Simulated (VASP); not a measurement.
# SnTe (F-43m) in VASP: further runs, part 2 of 2

VASP 6.6.1. Earlier steps stand in the parts before.

**3. Band structure, HSE03**

File POSCAR:

```
SnTe
1.0
    0.0000000000      3.6111460000      3.6111460000
    3.6111460000      0.0000000000      3.6111460000
    3.6111460000      3.6111460000      0.0000000000
Te Sn
1 1
Direct
    0.2500000000      0.2500000000      0.2500000000
    0.0000000000      0.0000000000      0.0000000000
```

File INCAR.step1:

```
PREC     = Accurate       # precision mode
ENCUT    = 520            # plane-wave cutoff, eV
EDIFF    = 1E-5           # SCF threshold, eV
ISMEAR   = 0              # smearing method
SIGMA    = 0.02           # smearing width, eV
LREAL    = F              # projectors in reciprocal space
LASPH    = T              # aspherical terms in the spheres
NELM     = 80             # most SCF steps
ALGO     = Normal         # electronic algorithm
ISIF     = 2              # what is computed and relaxed
LWAVE    = T              # write WAVECAR
LCHARG   = F              # write CHGCAR
GGA      = PE             # functional
KPAR     = 4
```

File INCAR.step2:

```
PREC     = Accurate       # precision mode
ENCUT    = 520            # plane-wave cutoff, eV
EDIFF    = 1E-6           # SCF threshold, eV
ISMEAR   = 0              # smearing method
SIGMA    = 0.02           # smearing width, eV
LREAL    = F              # projectors in reciprocal space
LASPH    = T              # aspherical terms in the spheres
NELM     = 80             # most SCF steps
ALGO     = Normal         # electronic algorithm
ISIF     = 2              # what is computed and relaxed
LWAVE    = F              # write WAVECAR
LCHARG   = F              # write CHGCAR
GGA      = PE             # functional
LHFCALC  = T              # exact exchange
HFSCREEN = 0.3            # screening, 1/A
PRECFOCK = Fast         
ISTART   = 1            
KPAR     = 4
```

File KPOINTS:

```
regular mesh
0
Gamma
  4 4 4
```

File KPOINTS_OPT:

```
path GXWKGLUWLK,UX
12
line-mode
reciprocal
 0.0000000000  0.0000000000  0.0000000000  G
 0.5000000000  0.0000000000  0.5000000000  X

 0.5000000000  0.0000000000  0.5000000000  X
 0.5000000000  0.2500000000  0.7500000000  W

 0.5000000000  0.2500000000  0.7500000000  W
 0.3750000000  0.3750000000  0.7500000000  K

 0.3750000000  0.3750000000  0.7500000000  K
 0.0000000000  0.0000000000  0.0000000000  G

 0.0000000000  0.0000000000  0.0000000000  G
 0.5000000000  0.5000000000  0.5000000000  L

 0.5000000000  0.5000000000  0.5000000000  L
 0.6250000000  0.2500000000  0.6250000000  U

 0.6250000000  0.2500000000  0.6250000000  U
 0.5000000000  0.2500000000  0.7500000000  W

 0.5000000000  0.2500000000  0.7500000000  W
 0.5000000000  0.5000000000  0.5000000000  L

 0.5000000000  0.5000000000  0.5000000000  L
 0.3750000000  0.3750000000  0.7500000000  K

 0.6250000000  0.2500000000  0.6250000000  U
 0.5000000000  0.0000000000  0.5000000000  X
```

Potentials or basis: VASP PAW PBE potentials, release 64 (Te, Sn_d).

Command:

```console
$ cat potpaw_PBE.64/Te/POTCAR potpaw_PBE.64/Sn_d/POTCAR > POTCAR
$ cp INCAR.step1 INCAR
$ mpirun -np 4 vasp_std > vasp.out
$ cp INCAR.step2 INCAR
$ mpirun -np 4 vasp_std > vasp.out
```

It took 8.5 min on 4 MPI ranks of Intel Xeon Platinum 8559C (Emerald Rapids), shared host; peak memory 0.41 GiB.

It converged, with:

- Free energy: -8.1469 eV
- Pressure: -0.7 GPa
- Band gap on the k mesh: 0.26 eV, indirect (least direct gap 1.03 eV)
- Band gap along the path: 0.26 eV, indirect (least direct gap 1.03 eV)

Levels at the corners of the path, in eV from the valence-band top:
| point | band 6 | band 7 | band 8 | band 9 | band 10 | band 11 | band 12 | band 13 | band 14 |
| --- | --- | --- | --- | --- | --- | --- | --- | --- | --- |
| Γ | -12.65 | -5.56 | -2.23 | -2.23 | -2.23 | 1.23 | 1.23 | 1.23 | 4.36 |
| X | -11.79 | -8.06 | -3.50 | -3.50 | -0.76 | 0.26 | 4.33 | 4.33 | 5.76 |
| X | -11.79 | -8.06 | -3.50 | -3.50 | -0.76 | 0.26 | 4.33 | 4.33 | 5.76 |
| W | -11.79 | -8.04 | -3.78 | -3.67 | 0.00 | 1.59 | 2.48 | 3.44 | 5.70 |
| W | -11.79 | -8.04 | -3.78 | -3.67 | 0.00 | 1.59 | 2.48 | 3.44 | 5.70 |
| K | -11.81 | -8.00 | -3.91 | -3.29 | -0.54 | 1.34 | 3.40 | 3.56 | 5.05 |
| K | -11.81 | -8.00 | -3.91 | -3.29 | -0.54 | 1.34 | 3.40 | 3.56 | 5.05 |
| Γ | -12.65 | -5.56 | -2.23 | -2.23 | -2.23 | 1.23 | 1.23 | 1.23 | 4.36 |
| Γ | -12.65 | -5.56 | -2.23 | -2.23 | -2.23 | 1.23 | 1.23 | 1.23 | 4.36 |
| L | -12.04 | -7.65 | -2.79 | -2.79 | -2.20 | 2.07 | 2.07 | 3.77 | 5.95 |
| L | -12.04 | -7.65 | -2.79 | -2.79 | -2.20 | 2.07 | 2.07 | 3.77 | 5.95 |
| U | -11.81 | -8.00 | -3.91 | -3.29 | -0.54 | 1.34 | 3.40 | 3.56 | 5.05 |
| U | -11.81 | -8.00 | -3.91 | -3.29 | -0.54 | 1.34 | 3.40 | 3.56 | 5.05 |
| W | -11.79 | -8.04 | -3.78 | -3.67 | 0.00 | 1.59 | 2.48 | 3.44 | 5.70 |
| W | -11.79 | -8.04 | -3.78 | -3.67 | 0.00 | 1.59 | 2.48 | 3.44 | 5.70 |
| L | -12.04 | -7.65 | -2.79 | -2.79 | -2.20 | 2.07 | 2.07 | 3.77 | 5.95 |
| L | -12.04 | -7.65 | -2.79 | -2.79 | -2.20 | 2.07 | 2.07 | 3.77 | 5.95 |
| K | -11.81 | -8.00 | -3.91 | -3.29 | -0.54 | 1.34 | 3.40 | 3.56 | 5.05 |
| U | -11.81 | -8.00 | -3.91 | -3.29 | -0.54 | 1.34 | 3.40 | 3.56 | 5.05 |
| X | -11.79 | -8.06 | -3.50 | -3.50 | -0.76 | 0.26 | 4.33 | 4.33 | 5.76 |

Caveat: the PAW data sets were made with another functional, which shifts forces and pressure a little; spin-orbit coupling is left out, which moves the levels of the heavy elements.

**4. Band structure, PBE0**

POSCAR is that of step 3.

INCAR.step1 is that of step 3.

Edit INCAR.step2 of step 3 so:

```diff
@@ -14,4 +14,5 @@
 LHFCALC  = T              # exact exchange
-HFSCREEN = 0.3            # screening, 1/A
+AEXX     = 0.25           # exact-exchange fraction
 PRECFOCK = Fast         
+HFRCUT   = -1           
 ISTART   = 1
```

KPOINTS is that of step 3.

KPOINTS_OPT is that of step 3.

Command:

```console
$ cat potpaw_PBE.64/Te/POTCAR potpaw_PBE.64/Sn_d/POTCAR > POTCAR
$ cp INCAR.step1 INCAR
$ mpirun -np 4 vasp_std > vasp.out
$ cp INCAR.step2 INCAR
$ mpirun -np 4 vasp_std > vasp.out
```

Run time: 8.8 min. Hardware: 4 MPI ranks of Intel Xeon Platinum 8559C (Emerald Rapids), shared host; peak memory 0.32 GiB.

The run converged. Its results:

* Free energy: -9.4043 eV
* Pressure: -0.7 GPa
* Band gap on the k mesh: 0.94 eV, indirect (least direct gap 1.75 eV)
* Band gap along the path: 0.94 eV, indirect (least direct gap 1.75 eV)

Levels at the corners of the path, in eV from the valence-band top:
```
point  band 6  band 7  band 8  band 9  band 10  band 11  band 12  band 13  band 14
    Γ  -12.92   -5.75   -2.33   -2.33    -2.33     1.95     1.95     1.95     5.09
    X  -12.04   -8.36   -3.67   -3.67    -0.82     0.94     5.15     5.15     6.53
    X  -12.04   -8.36   -3.67   -3.67    -0.82     0.94     5.15     5.15     6.53
    W  -12.03   -8.32   -3.99   -3.87     0.00     2.30     3.25     4.20     6.51
    W  -12.03   -8.32   -3.99   -3.87     0.00     2.30     3.25     4.20     6.51
    K  -12.06   -8.29   -4.11   -3.47    -0.58     2.05     4.19     4.36     5.81
    K  -12.06   -8.29   -4.11   -3.47    -0.58     2.05     4.19     4.36     5.81
    Γ  -12.92   -5.75   -2.33   -2.33    -2.33     1.95     1.95     1.95     5.09
    Γ  -12.92   -5.75   -2.33   -2.33    -2.33     1.95     1.95     1.95     5.09
    L  -12.30   -7.94   -2.94   -2.94    -2.33     2.82     2.82     4.57     6.70
    L  -12.30   -7.94   -2.94   -2.94    -2.33     2.82     2.82     4.57     6.70
    U  -12.06   -8.29   -4.11   -3.47    -0.58     2.05     4.19     4.36     5.81
    U  -12.06   -8.29   -4.11   -3.47    -0.58     2.05     4.19     4.36     5.81
    W  -12.03   -8.32   -3.99   -3.87     0.00     2.30     3.25     4.20     6.51
    W  -12.03   -8.32   -3.99   -3.87     0.00     2.30     3.25     4.20     6.51
    L  -12.30   -7.94   -2.94   -2.94    -2.33     2.82     2.82     4.57     6.70
    L  -12.30   -7.94   -2.94   -2.94    -2.33     2.82     2.82     4.57     6.70
    K  -12.06   -8.29   -4.11   -3.47    -0.58     2.05     4.19     4.36     5.81
    U  -12.06   -8.29   -4.11   -3.47    -0.58     2.05     4.19     4.36     5.81
    X  -12.04   -8.36   -3.67   -3.67    -0.82     0.94     5.15     5.15     6.53
```

Caveat: the PAW data sets were made with another functional, which shifts forces and pressure a little; spin-orbit coupling is left out, which moves the levels of the heavy elements.

**5. Overview**

```csv
level,screening parameter,exchange at q = 0,gap on the mesh (eV),pressure (GPa)
HSE06,0.2 1/A,-,0.38,-0.7
HSE03,-,-,0.26,-0.7
PBE0,-,truncated,0.94,-0.7
```

Alike in all rows: task band structure; potentials or basis VASP PAW PBE potentials, release 64 (Te, Sn_d); no spin polarisation; cell as given; k mesh 4 × 4 × 4; cutoff (eV) 520; smearing gaussian 0.02 eV.

On the cell as given the gap runs from 0.26 eV (HSE03) to 0.94 eV (PBE0).

Caveats: the PAW data sets were made with another functional, which shifts forces and pressure a little; spin-orbit coupling is left out, which moves the levels of the heavy elements.

Absolute energies hang on the potentials; compare differences alone.
